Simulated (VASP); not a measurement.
# Sn (Immm) in VASP: notebook

One crystal, Sn, is run at these levels: PBE; tasks: single point.

Everything below comes from runs of VASP 6.6.1. Logs are shortened: lines on timing, memory, paths and dates and some standing lists are left out, and cuts for length are marked.

### 1 The structure

The structure is orthorhombic, space group Immm (No. 71). The conventional cell has a = 3.453 Å, b = 3.551 Å, c = 4.677 Å, α = 90.00°, β = 90.00°, γ = 90.00°. Sn (site symmetry mmm) has 12 Sn at 3.41 to 3.55 Å as nearest neighbours.

This isn't the form of Sn at room conditions, which is tetragonal (white tin).

### 2 Single point, PBE

INCAR reads:

```
SYSTEM = Sn
ADDGRID = .FALSE.
ALGO = Normal
EDIFF = 1E-7
ENCUT = 550
GGA = PE
ISIF = 2
ISMEAR = 1
LASPH = .TRUE.
LCHARG = .FALSE.
LREAL = .FALSE.
LWAVE = .FALSE.
NELM = 100
PREC = Accurate
SIGMA = 0.2
```

KPOINTS reads:

```
k-points
0
G
  14 14 14
  0 0 0
```

POSCAR reads:

```
Sn
1.0
   -1.7265390000      1.7755470000      2.3383420000
    1.7265390000     -1.7755470000      2.3383420000
    1.7265390000      1.7755470000     -2.3383420000
Sn
1
Direct
    0.0000000000      0.0000000000      0.0000000000
```

Potentials or basis: VASP PAW PBE potentials, release 64 (Sn).

The run is started by

```
$ cat potpaw_PBE.64/Sn/POTCAR > POTCAR
$ mpirun -np 1 vasp_std > vasp.out
```

OUTCAR:

```text
SYSTEM = Sn
   EDIFF = 1E-7
   ENCUT = 550
   GGA = PE
   ISIF = 2
   ISMEAR = 1
   LASPH = .TRUE.
   LREAL = .FALSE.
   NELM = 100
   PREC = Accurate

 Found    428 irreducible k-points:

 Following reciprocal coordinates:
            Coordinates               Weight
  0.000000  0.000000  0.000000      1.000000
  0.071429  0.000000 -0.000000      4.000000
  0.142857  0.000000  0.000000      4.000000
  0.214286  0.000000 -0.000000      4.000000
  0.285714  0.000000 -0.000000      4.000000
  0.357143  0.000000 -0.000000      4.000000
   k-points           NKPTS =    428   k-points in BZ     NKDIM =    428   number of bands    NBANDS=      6
   number of dos      NEDOS =    301   number of ions     NIONS =      1
   total plane-waves  NPLWV =  21952
   dimension x,y,z NGX =    28 NGY =   28 NGZ =   28
   dimension x,y,z NGXF=    56 NGYF=   56 NGZF=   56
   ions per type =               1
   NGX,Y,Z   is equivalent  to a cutoff of  13.67, 13.67, 13.67 a.u.
   NGXF,Y,Z  is equivalent  to a cutoff of  27.33, 27.33, 27.33 a.u.
 SYSTEM =  Sn
   PREC   = accura    normal or accurate (medium, high low for compatibility)
   ISTART =      0    job   : 0-new  1-cont  2-samecut
   ICHARG =      2    charge: 1-file 2-atom 10-const
   ISPIN  =      1    spin polarized calculation?
   LNONCOLLINEAR =      F non collinear calculations
   LSORBIT =      F    spin-orbit coupling
   LASPH  =      T    aspherical Exc in radial PAW
   ENCUT  =  550.0 eV  40.42 Ry    6.36 a.u.   6.51  6.51  6.51*2*pi/ulx,y,z
   NELM   =    100;   NELMIN=  2; NELMDL= -5     # of ELM steps
   EDIFF  = 0.1E-06   stopping-criterion for ELM
   LREAL  =      F    real-space projection
   EDIFFG = 0.1E-05   stopping-criterion for IOM
   NSW    =      0    number of steps for IOM
   IBRION =     -1    ionic relax: 0-MD 1-quasi-New 2-CG
   NFREE  =      0    steps in history (QN), initial steepest desc. (CG)
   ISIF   =      2    stress and relaxation
   ISYM   =      2    0-nonsym 1-usesym 2-fastsym
   POTIM  = 0.5000    time-step for ionic-motion
   TEBEG  =    0.0;   TEEND  =   0.0 temperature during run
   PSTRESS=    0.0 pullay stress
   NELECT =       4.0000    total number of electrons
   NUPDOWN=      -1.0000    fix difference up-down
   EMIN   =  10.00;   EMAX   =-10.00  energy-range for DOS
   EFERMI =   0.00;   METHOD = LEGACY
   ISMEAR =     1;   SIGMA  =   0.20  broadening in eV -4-tet -1-fermi 0-gaus
   EFERMI_NEDOS =   21; number of points for ismear=-14 and -15
   IALGO  =     38    algorithm
   IMIX   =      4    mixing-type and parameters
     AMIX     =   0.40;   BMIX     =  1.00
     AMIX_MAG =   1.60;   BMIX_MAG =  1.00
  volume/ion in A,a.u.               =      28.67       193.50
  Fermi-wavevector in a.u.,A,eV,Ry     =   0.849055  1.604482  9.808370  0.720895
  Thomas-Fermi vector in A             =   1.964816
   LORBIT       =      0    0 simple, 1 ext, 2 COOP (PROOUT), +10 PAW based schemes
   GGA     = PE    functional components
   LHFCALC =     F    Hartree Fock is set to
   AEXX    =    0.0000 exact exchange contribution
   IVDW    =     0    specifies the selected vdW correction
   LEPSILON=     F    determine dielectric tensor
   LRPA    =     F    only Hartree local field effects (RPA)
 non-spin polarized calculation
 Methfessel and Paxton  Order N= 1 SIGMA  =   0.20
  energy-cutoff  :      550.00
  volume of cell :       28.67
 maximum number of plane-waves:       857
 NGX is ok and might be reduce to    28
   NGX = 13   NGY = 13   NGZ = 13

 number of electron       4.0000000 magnetization

 Free energy of the ion-electron system (eV)
  ---------------------------------------------------
  ext. energy  EPLUGINS =         0.00000000
  ---------------------------------------------------
  free energy    TOTEN  =        -3.77329700 eV

  energy without entropy =       -3.77277916  energy(sigma->0) =       -3.77312438

 E-fermi :   4.9714     XC(G=0):  -9.9647

 val. band max:        4.9623060972   @ k =  -0.4286  -0.2857   0.0714
 cond. band min:       4.9761608449   @ k =  -0.3571   0.4286   0.1429
 fundamental gap:      0.0138547476
 Fermi energy:         4.9714447748

 k-point     1 :       0.0000    0.0000    0.0000
  band No.  band energies     occupation
      1      -5.8241      2.00000
      2      11.9826      0.00000
      3      12.1245      0.00000
      4      12.5312      0.00000
      5      15.5906      0.00000
      6      15.8029      0.00000

 k-point     2 :       0.0714    0.0000   -0.0000
  band No.  band energies     occupation
      1      -5.7255      2.00000
      2      10.9341      0.00000
      3      11.9785      0.00000
      4      12.3294      0.00000
      5      14.9954      0.00000
      6      16.2819      0.00000

 k-point     3 :       0.1429    0.0000    0.0000
  band No.  band energies     occupation
      1      -5.4300      2.00000
      2       8.8761     -0.00000
      3      11.7529      0.00000
      4      11.8661      0.00000
      5      14.6607      0.00000
      6      16.7782      0.00000

 k-point     4 :       0.2143    0.0000   -0.0000
  band No.  band energies     occupation
      1      -4.9394      2.00000
      2       6.7281     -0.00000
      3      11.3435      0.00000
      4      11.4929      0.00000
      5      14.4480      0.00000
      6      16.5251      0.00000

 k-point     5 :       0.2857    0.0000   -0.0000
  band No.  band energies     occupation
      1      -4.2598      2.00000
      2       4.6928      2.06403
      3      10.8721      0.00000
      4      11.2611      0.00000
      5      14.3498      0.00000
      6      15.8731      0.00000

 k-point     6 :       0.3571    0.0000   -0.0000
  band No.  band energies     occupation
      1      -3.4114      2.00000
      2       2.8511      2.00000
      3      10.5062      0.00000
      4      11.0877      0.00000
      5      14.3622      0.00000
      6      15.3751      0.00000

 [... further k-points ...]

------------------------ aborting loop because EDIFF is reached ----------------------------------------

  FORCE on cell =-STRESS in cart. coord.  units (eV):
  Direction    XX          YY          ZZ          XY          YZ          ZX
  --------------------------------------------------------------------------------------
  -------------------------------------------------------------------------------------
  Total       -0.1179193     -0.2018012     -0.2536367      0.0000000      0.0000000      0.0000000
  in kB       -6.5889889    -11.2760669    -14.1724857      0.0000000      0.0000000      0.0000000
  external PRESSURE =     -10.6791805 kB  Pullay stress =       0.0000000 kB

 VOLUME and BASIS-vectors are now :
 -----------------------------------------------------------------------------
  energy-cutoff  :      550.00
  volume of cell :       28.67
      direct lattice vectors                 reciprocal lattice vectors
    -1.726539000  1.775547000  2.338342000     0.000000000  0.281603359  0.213826720
     1.726539000 -1.775547000  2.338342000     0.289596702  0.000000000  0.213826720
     1.726539000  1.775547000 -2.338342000     0.289596702  0.281603359  0.000000000

 POSITION                                       TOTAL-FORCE (eV/Angst)
 -----------------------------------------------------------------------------------
      0.00000      0.00000      0.00000         0.000000     -0.000000     -0.000000
 -----------------------------------------------------------------------------------
    total drift:                               -0.000000     -0.000000      0.000000

  FREE ENERGIE OF THE ION-ELECTRON SYSTEM (eV)
  ---------------------------------------------------
  free  energy   TOTEN  =        -3.7732969973 eV

  energy  without entropy=       -3.7727791595  energy(sigma->0) =       -3.77312438
```

Wall time 32 s (1 thread of Intel Xeon 6975P-C (Granite Rapids), shared host); peak memory 0.22 GiB.

The run converged, but some of its settings lie outside the range that counts as converged, so its numbers aren't taken as properties of the crystal.

What came out:

| Item | Value |
| --- | --- |
| Free energy | -3.7733 eV |
| Pressure | -1.1 GPa |
| Band gap on the k mesh | none (metal or under the smearing width) |

### 3 Single point, PBE

INCAR is that of step 2.

KPOINTS is that of step 2.

POSCAR reads:

```
Sn
1.0
   -1.6810770000      1.7214010000      2.3373330000
    1.7271670000     -1.7623000000      2.4024190000
    1.7145940000      1.7948920000     -2.3683880000
Sn
1
Direct
    0.0245380000     -0.0183670000      0.0024320000
```

Potentials or basis: VASP PAW PBE potentials, release 64 (Sn).

The run is started by

```
$ cat potpaw_PBE.64/Sn/POTCAR > POTCAR
$ mpirun -np 1 vasp_std > vasp.out
```

Wall time 1.7 min (1 thread of Intel Xeon 6975P-C (Granite Rapids), shared host); peak memory 0.4 GiB.

These settings aren't checked as converged: the numbers below hold their error.

Results:

- Free energy: -3.7715 eV
- Pressure: -1.1 GPa
- Band gap on the k mesh: none (metal or under the smearing width)

### 4 For comparison

An earlier run on the cell as given: functional PBE; potentials or basis VASP PAW PBE potentials, release 64 (Sn_d); cutoff 520 eV; k mesh 11 × 11 × 11; occupations fermi-dirac, width 0.05 eV; no spin polarisation.

- Pressure: -1.1 GPa
- Band gap on the k mesh: none (metal or under the smearing width)
